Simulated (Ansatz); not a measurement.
What a trial cell of Zr relaxes into

These are results of DFT PBE, scalar-relativistic, plane waves, PAW in Ansatz 0.2.0, not measurements. Cutoff 420 eV, Γ-centred k mesh, Gaussian smearing, no spin polarisation in the final step.

The start puts Zr on the beta-tungsten (A15) structure type (Pm-3n, No. 223), at a guessed volume.

```xyz
8
Lattice="5.7543 0.0000 0.0000 0.0000 5.7543 0.0000 0.0000 0.0000 5.7543" Properties=species:S:1:pos:R:3 pbc="T T T"
Zr    2.8771    2.8771    2.8771
Zr    0.0000    0.0000    0.0000
Zr    1.4386    0.0000    2.8771
Zr    2.8771    1.4386    0.0000
Zr    2.8771    4.3157    0.0000
Zr    4.3157    0.0000    2.8771
Zr    0.0000    2.8771    4.3157
Zr    0.0000    2.8771    1.4386
```

Cell and atoms relax at zero pressure; the relaxation can't lower the symmetry of the start.

Energies count from the standard state of Zr at the same level.

What does it relax into?

It keeps Pm-3n (No. 223). The result has the beta-tungsten (A15) structure. Conventional cell: a = 5.685 Å. Zr on Wyckoff site a (2 atoms of the primitive cell) is coordinated by 12 Zr at 3.18 Å; Zr on Wyckoff site c (6 atoms of the primitive cell) has 2 Zr at 2.84 Å, 4 Zr at 3.18 Å and 8 Zr at 3.48 Å.

```xyz
8
Lattice="5.6851 0.0000 0.0000 0.0000 5.6851 0.0000 0.0000 0.0000 5.6851" Properties=species:S:1:pos:R:3 pbc="T T T"
Zr    2.8426    2.8426    2.8426
Zr    0.0000    0.0000    0.0000
Zr    1.4213    0.0000    2.8426
Zr    2.8426    1.4213    0.0000
Zr    2.8426    4.2639    0.0000
Zr    4.2639    0.0000    2.8426
Zr    0.0000    2.8426    4.2639
Zr    0.0000    2.8426    1.4213
```

What are its volume, energy, density and gap?

The volume per atom is 22.97 Å³, the density is 6.60 g/cm³ and the energy over the standard structure is 0.13 eV/atom. The gap on the 8×8×8 mesh is 0 eV (a metal).

The final run used a 8×8×8 mesh on its 8-atom cell and 0.10 eV smearing. The k mesh leaves about 4 meV/atom of noise in metals. A structure relaxed within its symmetry needn't be a true minimum. The steps took roughly 2.6 core-minutes in all.